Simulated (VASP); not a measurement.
# Ti (P6_3/mmc) in VASP: notebook, part 2 of 2

VASP 6.6.1.

**3. Relaxation of cell and atoms, PBE+D3(BJ)**

This run uses another cell than the first one, of 17.64 Å³/atom, 1.097 times its volume.

Contents of INCAR:

```
PREC = Accurate ; ENCUT = 600
EDIFF = 1E-6 ; ISMEAR = 1
SIGMA = 0.1 ; LREAL = F
LASPH = T ; NELM = 80
ALGO = Normal ; ISIF = 3
LWAVE = F ; LCHARG = F
GGA = PE ; IVDW = 12
IBRION = 2 ; NSW = 90
EDIFFG = -0.01
```

Contents of KPOINTS:

```
Automatic mesh
0
Gamma
  15 15 8
```

Contents of POSCAR:

```
Ti
1.0
    2.9500000000      0.0000000000      0.0000000000
   -1.4750000000      2.5547749412      0.0000000000
    0.0000000000      0.0000000000      4.6800000000
Ti
2
Direct
    0.3333333333      0.6666666667      0.2500000000
    0.6666666667      0.3333333333      0.7500000000
```

Potentials or basis: VASP PAW PBE potentials, release 64 (Ti_sv).

Command:

```bash
$ cat potpaw_PBE.64/Ti_sv/POTCAR > POTCAR
$ mpirun -np 1 vasp_std > vasp.out
```

OUTCAR:

```text
PREC = Accurate
   ENCUT = 600
   EDIFF = 1E-6
   ISMEAR = 1
   LREAL = F
   LASPH = T
   NELM = 80
   ISIF = 3
   GGA = PE
   IVDW = 12
   IBRION = 2
   NSW = 90
   EDIFFG = -0.01
 IVDW          = 12

 ion  position               nearest neighbor table
   1  0.333  0.667  0.250-   2 2.89   2 2.89   2 2.89   2 2.89   2 2.89   2 2.89
   2  0.667  0.333  0.750-   1 2.89   1 2.89   1 2.89   1 2.89   1 2.89   1 2.89

  LATTYP: Found a hexagonal cell.
 ALAT       =     2.9500000000
 C/A-ratio  =     1.5864406780

  Lattice vectors:

 A1 = (   2.9500000000,   0.0000000000,   0.0000000000)
 A2 = (  -1.4750000000,   2.5547749412,   0.0000000000)
 A3 = (   0.0000000000,   0.0000000000,   4.6800000000)

Analysis of symmetry for initial positions (statically):
=====================================================================
 Subroutine PRICEL returns:
 Original cell was already a primitive cell.

 Routine SETGRP: Setting up the symmetry group for a
 hexagonal supercell.

 Subroutine GETGRP returns: Found 24 space group operations
 (whereof 12 operations were pure point group operations)
 out of a pool of 24 trial point group operations.

The static configuration has the point symmetry D_3d.
 The point group associated with its full space group is D_6h.

[... 162 lines left out ...]
  free energy    TOTEN  =       -15.66858450 eV

  energy without entropy =      -15.66927353  energy(sigma->0) =      -15.66881417

------------------------ aborting loop because EDIFF is reached ----------------------------------------

 Edisp (eV)   -1.18418

 E8    (eV) :    -0.5617
[... 105 lines left out ...]
  FREE ENERGIE OF THE ION-ELECTRON SYSTEM (eV)
  ---------------------------------------------------
  free  energy   TOTEN  =       -16.9101276403 eV

  energy  without entropy=      -16.9101107387  energy(sigma->0) =      -16.91012201

[... ionic steps 4 to 7 ...]

--------------------------------------- Ionic step        8  -------------------------------------------

 number of electron      24.0000003 magnetization

------------------------ aborting loop because EDIFF is reached ----------------------------------------
[... 75 lines left out ...]
--------------------------------------- Ionic step       10  -------------------------------------------

 number of electron      24.0000003 magnetization

 Free energy of the ion-electron system (eV)
  ---------------------------------------------------
  ext. energy  EPLUGINS =         0.00000000
  ---------------------------------------------------
  free energy    TOTEN  =       -15.63658914 eV

  energy without entropy =      -15.63674771  energy(sigma->0) =      -15.63664199

 E-fermi :   8.9400     XC(G=0): -11.7566

 val. band max:        8.9285481767   @ k =   0.0000   0.0000   0.3750
 cond. band min:       8.9403372239   @ k =   0.0667   0.0000   0.2500
 fundamental gap:      0.0117890472
 Fermi energy:         8.9400316304

 k-point     1 :       0.0000    0.0000    0.0000
  band No.  band energies     occupation
      1     -47.8507      2.00000
      2     -47.6790      2.00000
      3     -24.5107      2.00000
      4     -23.7445      2.00000
      5     -23.7445      2.00000
      6     -23.6645      2.00000
[... 433 lines left out ...]
      3     -24.2487      2.00000
      4     -24.1041      2.00000
      5     -24.0873      2.00000
      6     -24.0130      2.00000
[... 8 lines left out ...]
     15      10.3533     -0.00000
     16      12.1720      0.00000

 [... further k-points ...]

------------------------ aborting loop because EDIFF is reached ----------------------------------------

 Edisp (eV)   -1.27362

 E8    (eV) :    -0.6048
[... 25 lines left out ...]
  FREE ENERGIE OF THE ION-ELECTRON SYSTEM (eV)
  ---------------------------------------------------
  free  energy   TOTEN  =       -16.9102051778 eV

  energy  without entropy=      -16.9103637462  energy(sigma->0) =      -16.91025803

 reached required accuracy - stopping structural energy minimisation
```

OSZICAR:

```text
N       E                     dE             d eps       ncg     rms          rms(c)
DAV:   1     0.260224443452E+03    0.26022E+03   -0.14846E+04  4320   0.204E+03
DAV:   2     0.113053175586E+02   -0.24892E+03   -0.24753E+03  4448   0.518E+02
[... 83 lines left out ...]
       N       E                     dE             d eps       ncg     rms          rms(c)
DAV:   1    -0.156368484122E+02    0.74300E-03   -0.12056E-02  4984   0.168E+00    0.131E-01
DAV:   2    -0.156366242014E+02    0.22421E-03   -0.10879E-03  4704   0.445E-01    0.589E-02
DAV:   3    -0.156365807625E+02    0.43439E-04   -0.36587E-04  6928   0.172E-01    0.243E-02
DAV:   4    -0.156365838235E+02   -0.30610E-05   -0.38415E-05  5384   0.756E-02    0.980E-03
DAV:   5    -0.156365882286E+02   -0.44051E-05   -0.13362E-05  6920   0.288E-02    0.866E-03
DAV:   6    -0.156365891369E+02   -0.90826E-06   -0.22027E-06  3336   0.183E-02
  10 F= -.16910205E+02 E0= -.16910258E+02  d E =-.209518E-04
```

Run time: 2.4 min. Hardware: 1 thread of Intel Xeon 6975P-C (Granite Rapids), shared host; peak memory 0.24 GiB.

What came out:

```
Free energy                            : -16.9102 eV
Relaxed volume                         : 16.45 Å³/atom
Relaxed cell                           : a = 2.886 Å, b = 2.886 Å, c = 4.561 Å, α = 90.00°, β = 90.00°, γ = 120.00°
Space group after relaxing (to 0.05 Å) : P6_3/mmc (No. 194)
Energy gained by relaxing              : 28.7 meV/atom
Ionic steps                            : 10
Pressure after relaxing                : 0.0 GPa
Band gap on the k mesh                 : none (metal or under the smearing width)
Dispersion energy per atom             : -0.637 eV
```

The path:
| step | energy change (eV) | largest force (eV/Å) | pressure (GPa) | volume (Å³) |
| --- | --- | --- | --- | --- |
| 1 | 0.0000 | 0.0000 | -7.36 | 35.27 |
| 2 | -0.0258 | 0.0000 | 6.49 | 31.29 |
| 3 | -0.0574 | 0.0000 | -0.05 | 32.91 |
| 4 | -0.0574 | 0.0000 | 0.11 | 32.87 |
| 5 | -0.0574 | 0.0000 | -0.01 | 32.92 |
| 6 | -0.0574 | 0.0000 | -0.13 | 32.94 |
| 7 | -0.0574 | 0.0000 | -0.20 | 32.94 |
| 8 | -0.0574 | 0.0000 | -0.19 | 32.93 |
| 9 | -0.0574 | 0.0000 | -0.08 | 32.92 |
| 10 | -0.0574 | 0.0000 | 0.01 | 32.90 |

Final structure:
```
Ti
1.0
     2.88589    0.00000    0.00000
    -1.44294    2.49925    0.00000
     0.00000    0.00000    4.56091
Ti
2
Cartesian
  0.0000 1.6662 1.1402
  1.4429 0.8331 3.4207
```

Caveat: pairwise dispersion overbinds metals, which lowers pressure and volume.

**4. Relaxation of cell and atoms, PBE+D3(BJ)**

This run uses another cell than the first one, of 16.45 Å³/atom, 1.023 times its volume.

Contents of INCAR:

```
PREC = Accurate ; ENCUT = 600
EDIFF = 1E-7 ; ISMEAR = 1
SIGMA = 0.1 ; LREAL = F
LASPH = T ; NELM = 80
ALGO = Normal ; ISIF = 3
LWAVE = F ; LCHARG = F
GGA = PE ; IVDW = 12
IBRION = 2 ; NSW = 90
EDIFFG = -0.005
```

KPOINTS is that of step 3.

Contents of POSCAR:

```
Ti                                      
1.0
    2.8858869879     -0.0000000000     -0.0000000000
   -1.4429434939      2.4992514440      0.0000000000
    0.0000000000      0.0000000000      4.5609061969
  Ti            
     2
Direct
     0.3333333332999970    0.6666666667000030    0.2500000000000000
     0.6666666667000030    0.3333333332999970    0.7500000000000000
```

Command:

```bash
$ cat potpaw_PBE.64/Ti_sv/POTCAR > POTCAR
$ mpirun -np 1 vasp_std > vasp.out
```

Run time: 52 s. Hardware: 1 thread of Intel Xeon 6975P-C (Granite Rapids), shared host; peak memory 0.22 GiB.

The run converged. Its results:

* Free energy: -16.9091 eV
* Relaxed volume: 16.45 Å³/atom
* Relaxed cell: a = 2.887 Å, b = 2.887 Å, c = 4.561 Å, α = 90.00°, β = 90.00°, γ = 120.00°
* Space group after relaxing (to 0.05 Å): P6_3/mmc (No. 194)
* Energy gained by relaxing: 0.0 meV/atom
* Ionic steps: 3
* Pressure after relaxing: 0.0 GPa
* Band gap on the k mesh: none (metal or under the smearing width)
* Dispersion energy per atom: -0.637 eV

Final structure:
```
Ti
1.0
     2.88651    0.00000    0.00000
    -1.44326    2.49979    0.00000
     0.00000    0.00000    4.56082
Ti
2
Direct
  0.33333 0.66667 0.25000
  0.66667 0.33333 0.75000
```

Levels at points of the mesh, in eV from the Fermi level:
```tsv
k point	band 9	band 10	band 11	band 12	band 13	band 14	band 15	band 16
(0.00, 0.00, 0.00)	-6.35	-2.84	0.79	0.79	0.92	0.93	1.33	1.33
(0.00, 0.00, 0.50)	-4.41	-4.41	0.07	0.07	0.68	0.68	0.68	0.68
```

Caveat: pairwise dispersion overbinds metals, which lowers pressure and volume.

**5. Relaxation of cell and atoms, PBE**

This run uses another cell than the first one, of 17.64 Å³/atom, 1.097 times its volume.

Contents of INCAR:

```
SYSTEM = Ti
PREC = Accurate
ENCUT = 600
EDIFF = 1E-6
ISMEAR = 1
SIGMA = 0.1
LREAL = .False.
LASPH = .True.
NELM = 80
ALGO = Normal
ISIF = 3
LWAVE = .False.
LCHARG = .False.
GGA = PE
IBRION = 2
NSW = 90
EDIFFG = -0.01
KPAR = 2
```

Contents of KPOINTS:

```
Automatic mesh
0
Gamma
  15 15 8
  0 0 0
```

Contents of POSCAR:

```
Ti
1.0
    2.9500000000      0.0000000000      0.0000000000
   -1.4750000000      2.5547749412      0.0000000000
    0.0000000000      0.0000000000      4.6800000000
Ti
2
Direct
    0.3333333333      0.6666666667      0.2500000000
    0.6666666667      0.3333333333      0.7500000000
```

Command:

```bash
$ cat potpaw_PBE.64/Ti_sv/POTCAR > POTCAR
$ mpirun -np 2 vasp_std > vasp.out
```

Run time: 78 s. Hardware: 2 MPI ranks of AMD EPYC 9R45 (Zen 5), shared host; peak memory 0.19 GiB.

Results (log left out):

- Free energy: -15.6718 eV
- Relaxed volume: 17.34 Å³/atom
- Relaxed cell: a = 2.936 Å, b = 2.936 Å, c = 4.648 Å, α = 90.00°, β = 90.00°, γ = 120.00°
- Space group after relaxing (to 0.05 Å): P6_3/mmc (No. 194)
- Energy gained by relaxing: 1.6 meV/atom
- Ionic steps: 5
- Pressure after relaxing: 0.0 GPa
- Band gap on the k mesh: none (metal or under the smearing width)

Stress tensor (GPa, compression positive):
```
 0.08  0.00  0.00
 0.00  0.08  0.00
 0.00  0.00 -0.06
```

The path:
```
step  energy change (eV)  largest force (eV/Å)  pressure (GPa)  volume (Å³)
   1              0.0000                0.0000           -1.75        35.27
   2             -0.0015                0.0000            1.33        34.30
   3             -0.0032                0.0000            0.00        34.70
   4             -0.0032                0.0000            0.04        34.69
   5             -0.0032                0.0000            0.04        34.69
```

Final structure:
```xyz
2
Lattice="2.9356 0.0000 0.0000 -1.4678 2.5423 0.0000 0.0000 0.0000 4.6479" Properties=species:S:1:pos:R:3 pbc="T T T"
Ti    0.0000    1.6949    1.1620
Ti    1.4678    0.8474    3.4859
```

Levels at points of the mesh, in eV from the Fermi level:
| k point | band 10 | band 11 | band 12 | band 13 | band 14 | band 15 |
| --- | --- | --- | --- | --- | --- | --- |
| (0.00, 0.00, 0.00) | -2.70 | 0.77 | 0.77 | 0.77 | 0.88 | 1.27 |
| (0.00, 0.00, 0.50) | -4.36 | 0.07 | 0.07 | 0.67 | 0.67 | 0.67 |

**6. Relaxation of cell and atoms, PBE**

This run uses another cell than the first one, of 17.34 Å³/atom, 1.079 times its volume.

INCAR: that of step 5 with these lines changed.

```diff
@@ -3,3 +3,3 @@
 ENCUT = 600
-EDIFF = 1E-6
+EDIFF = 1E-7
 ISMEAR = 1
@@ -16,3 +16,3 @@
 NSW = 90
-EDIFFG = -0.01
+EDIFFG = -0.005
 KPAR = 2
```

KPOINTS is that of step 5.

Contents of POSCAR:

```
Ti                                      
1.0
    2.9356353272     -0.0000000000     -0.0000000000
   -1.4678176636      2.5423347696      0.0000000000
   -0.0000000000      0.0000000000      4.6479011212
  Ti            
     2
Direct
     0.3333333332999970    0.6666666667000030    0.2500000000000000
     0.6666666667000030    0.3333333332999970    0.7500000000000000
```

Potentials or basis: VASP PAW PBE potentials, release 64 (Ti_sv).

Command:

```bash
$ cat potpaw_PBE.64/Ti_sv/POTCAR > POTCAR
$ mpirun -np 2 vasp_std > vasp.out
```

It took 57 s on 2 MPI ranks of AMD EPYC 9R45 (Zen 5), shared host; peak memory 0.19 GiB.

Results (log left out):

* Free energy: -15.6716 eV
* Relaxed volume: 17.35 Å³/atom
* Relaxed cell: a = 2.937 Å, b = 2.937 Å, c = 4.645 Å, α = 90.00°, β = 90.00°, γ = 120.00°
* Space group after relaxing (to 0.05 Å): P6_3/mmc (No. 194)
* Energy gained by relaxing: 0.0 meV/atom
* Ionic steps: 4
* Pressure after relaxing: 0.0 GPa
* Band gap on the k mesh: none (metal or under the smearing width)

Final structure:
```yaml
crystal:
  lattice:
    - [2.93708, 0.00000, 0.00000]
    - [-1.46854, 2.54358, 0.00000]
    - [0.00000, 0.00000, 4.64509]
  atoms:
    - { symbol: Ti, position: [0.33333, 0.66667, 0.25000] }
    - { symbol: Ti, position: [0.66667, 0.33333, 0.75000] }
```

Levels at points of the mesh, in eV from the Fermi level:
```tsv
k point	band 9	band 10	band 11	band 12	band 13	band 14	band 15	band 16
(0.00, 0.00, 0.00)	-6.22	-2.70	0.76	0.76	0.78	0.88	1.26	1.26
(0.00, 0.00, 0.50)	-4.36	-4.36	0.08	0.08	0.67	0.67	0.67	0.67
```

**7. The runs side by side**

```csv
level,potentials or basis,gap on the mesh (eV),pressure (GPa),relaxed volume (Å³/atom)
LDA,"VASP PAW LDA potentials, release 64 (Ti_sv)",none,0.0,-
PBE+D3(BJ),"VASP PAW PBE potentials, release 64 (Ti_sv)",none,0.0,16.45
PBE,"VASP PAW PBE potentials, release 64 (Ti_sv)",none,0.0,17.35
```

Alike in all rows: task relaxation of cell and atoms; no spin polarisation; cell relaxed; k mesh 15 × 15 × 8; cutoff (eV) 600; smearing methfessel-paxton 0.1 eV.

Caveats: the relaxation stopped at its first step, so nothing moved (some runs); pairwise dispersion overbinds metals, which lowers pressure and volume (some runs).

Total energies depend on the potentials used, so only differences within one code and one set of settings carry meaning.
